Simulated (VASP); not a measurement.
AlAs, 14 atoms in the cell. The cell holds a slab with vacuum, 14 atoms: a = 5.661 Å, b = 4.003 Å, c = 34.008 Å, α = 90.00°, β = 90.00°, γ = 90.00°. 

* Program: VASP 6.6.1
* Task: work function
* Functional: PBEsol
* Potentials or basis: VASP PAW PBE potentials, release 64 (Al, As)
* Cutoff: 520 eV
* k mesh: 4 × 6 × 1
* Occupations: gaussian, width 0.05 eV
* Spin: no spin polarisation
* Vacuum (Å): 22
* Dipole correction: yes
* Further INCAR settings: ALGO = Normal; EDIFF = 1e-06

Potentials or basis: VASP PAW PBE potentials, release 64 (Al, As).

Launch:

```bash
$ cat potpaw_PBE.64/Al/POTCAR potpaw_PBE.64/As/POTCAR > POTCAR
$ mpirun -np 8 vasp_std > vasp.out
```

Hardware: 8 MPI ranks on AMD EPYC 7R13 Processor (Zen 3) (shared host).

How long does it take, and how much memory?

It took 2.4 min on 8 MPI ranks on AMD EPYC 7R13 Processor (Zen 3), on a shared host, peak memory 0.79 GiB a rank. Counts: scf iterations 25, k points 12.
